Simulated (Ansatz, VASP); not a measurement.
**In6O: VASP beside Ansatz**

```
In O
1.0
     9.67929    0.00000    0.00000
    -4.83964    8.38251    0.00000
     0.00000    0.00000    3.89715
In O
6 1
Direct
  0.33333 0.66667 0.00000
  0.66667 0.33333 0.00000
  0.50000 0.00000 0.00000
  0.00000 0.50000 0.00000
  0.50000 0.50000 0.00000
  0.00000 0.00000 0.50000
  0.00000 0.00000 0.00000
```

Alike in both runs: functional PBE; k mesh 3 × 3 × 4; occupations gaussian, width 0.2 eV; no spin polarisation.

Ansatz relaxed the structure, and its values are those at the end. VASP's run is a single point on that final structure, the one shown.

|  | VASP | Ansatz |
| --- | --- | --- |
| version | VASP 6.6.1 | Ansatz 0.2.0 |
| potentials or method | VASP PAW PBE potentials, release 64 (In_d, O) | scalar-relativistic, plane waves, PAW |
| plane-wave cutoff (eV) | 520 | 420 |
| valence electrons in the cell | 84 | 84 |

```csv
,VASP,Ansatz,Ansatz less VASP
gap on the k mesh at the Fermi level (eV),none,none,-
pressure (GPa),0.6,0.6,0.00
```

A gap of «none» marks a metal or a gap that the smearing closes.

Caveats: the k mesh is coarse (spacing up to 0.40 Å⁻¹), so the values aren't converged.
